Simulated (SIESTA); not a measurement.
## Pb: band structure with PBE

The system is Pb.

```
Pb
1.0
     0.00000    2.47502    2.47502
     2.47502    0.00000    2.47502
     2.47502    2.47502    0.00000
Pb
1
Direct
  0.00000 0.00000 0.00000
```

```
Program             : SIESTA 5.4.2
Task                : band structure
Functional          : PBE
Potentials or basis : PseudoDojo 0.4 standard (PBE files)
Basis               : DZ (energy shift 0.01 Ry)
Grid cutoff         : 500 Ry
Energy shift        : 0.01 Ry
k mesh              : 9 × 9 × 9
Occupations         : fermi-dirac, width 0.05 eV
Spin                : no spin polarisation
```

```json
{
  "Pressure": "2.0 GPa",
  "Band gap on the k mesh": "none (metal or under the smearing width)"
}
```

Levels at the corners of the path, in eV from the Fermi level:
```
point  band 5  band 6  band 7  band 8  band 9  band 10
    Γ  -16.37  -11.58    7.90    7.90    7.90    24.32
    X  -16.29   -6.41   -3.17    2.39    2.39    27.88
    W  -16.29   -6.39   -1.25   -1.25    0.44    11.36
    K  -16.30   -6.56   -2.18   -1.09    3.37    12.66
    Γ  -16.37  -11.58    7.90    7.90    7.90    24.32
    L  -16.30   -7.86   -4.14    6.08    6.08    19.01
    U  -16.30   -6.56   -2.18   -1.09    3.37    12.66
    W  -16.29   -6.39   -1.25   -1.25    0.44    11.36
    L  -16.30   -7.86   -4.14    6.08    6.08    19.01
    K  -16.30   -6.56   -2.18   -1.09    3.37    12.66
    U  -16.30   -6.56   -2.18   -1.09    3.37    12.66
    X  -16.29   -6.41   -3.17    2.39    2.39    27.88
```

Wall time 3.7 s on 1 thread of Arm Neoverse V2 (shared host), peak memory 0.15 GiB.

Caveat: the basis has no polarisation orbitals; semicore shells carry a single zeta, which can move pressures by several GPa and volumes by a few percent; spin-orbit coupling is left out, which moves the levels of the heavy elements; the basis of atomic orbitals isn't converged, which shifts pressures, moduli and gaps.
